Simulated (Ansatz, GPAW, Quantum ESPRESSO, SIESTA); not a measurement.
## InSe: 5 runs at one level of theory

```
CELL_PARAMETERS angstrom
4.04733 0.00000 0.00000
-2.02366 3.50509 0.00000
0.00000 0.00000 18.05206
ATOMIC_POSITIONS crystal
In 0.33333 0.66667 0.07739
In 0.33333 0.66667 0.92261
In 0.00000 0.00000 0.42261
In 0.00000 0.00000 0.57739
Se 0.33333 0.66667 0.35298
Se 0.33333 0.66667 0.64702
Se 0.66667 0.33333 0.14700
Se 0.66667 0.33333 0.85300
```

Measurements of this composition are mostly on another form, of space group No. 160.

Alike in all runs: task single point; functional PBEsol; k mesh 8 × 8 × 2; occupations fermi-dirac, width 0.05 eV; no spin polarisation; no spin-orbit coupling. Pressure is positive in compression and, in plane waves, holds the error of the finite cutoff, which Ansatz's Pulay term estimates and takes out.

```json
{"program and potentials": "Ansatz, Ansatz PAW", "plane-wave cutoff (eV)": "420", "notes": "potentials made for PBE, which Ansatz adapts in part; 14.5 valence electrons an atom on average; Pulay term of +0.03 GPa included", "band gap (eV)": "0.64", "pressure (GPa)": "-0.79", "largest force (eV/Å)": "0.061"}
{"program and potentials": "Ansatz, all-electron LAPW, scalar-relativistic", "plane-wave cutoff (eV)": "-", "notes": "-", "band gap (eV)": "0.64", "pressure (GPa)": "-0.78", "largest force (eV/Å)": "0.062"}
{"program and potentials": "SIESTA, files PseudoDojo sr-pbesol-0.4.1-standard, DZP (energy shift 0.003 Ry; two zetas on semicore shells)", "plane-wave cutoff (eV)": "-", "notes": "atomic basis; 14.5 valence electrons an atom on average", "band gap (eV)": "0.66", "pressure (GPa)": "-0.03", "largest force (eV/Å)": "0.303"}
{"program and potentials": "GPAW, PAW data sets generated for this functional", "plane-wave cutoff (eV)": "600", "notes": "9.5 valence electrons an atom on average", "band gap (eV)": "0.63", "pressure (GPa)": "-1.00", "largest force (eV/Å)": "0.078"}
{"program and potentials": "Quantum ESPRESSO, GBRV 1.5 PBEsol", "plane-wave cutoff (eV)": "762", "notes": "9.5 valence electrons an atom on average", "band gap (eV)": "0.62", "pressure (GPa)": "-0.93", "largest force (eV/Å)": "0.067"}
```

Force on atom 1 (In), eV/Å:

```
                                                                                      program and potentials      x      y       z
                                                                                          Ansatz, Ansatz PAW  0.000  0.000  -0.061
                                                              Ansatz, all-electron LAPW, scalar-relativistic  0.000  0.000  -0.062
SIESTA, files PseudoDojo sr-pbesol-0.4.1-standard, DZP (energy shift 0.003 Ry; two zetas on semicore shells)  0.000  0.000  -0.301
                                                           GPAW, PAW data sets generated for this functional  0.000  0.000  -0.078
                                                                           Quantum ESPRESSO, GBRV 1.5 PBEsol  0.000  0.000  -0.067
```

The band gap spans 0.62 (Quantum ESPRESSO, GBRV 1.5 PBEsol) to 0.66 eV (SIESTA, files PseudoDojo sr-pbesol-0.4.1-standard, DZP (energy shift 0.003 Ry; two zetas on semicore shells)), with all-electron results at 0.64. The pressure spans -1.00 (GPAW, PAW data sets generated for this functional) to -0.03 GPa (SIESTA, files PseudoDojo sr-pbesol-0.4.1-standard, DZP (energy shift 0.003 Ry; two zetas on semicore shells)), with all-electron results at -0.78. Spin-orbit coupling, left out here, moves the band edges of heavy atoms. Rows in atomic bases carry the error of their basis and grid, which can be large.

Differences between rows come from potentials, basis sets and numerical settings, since the functional is the same but for its coding. Runs on potential files found faulty are left out.
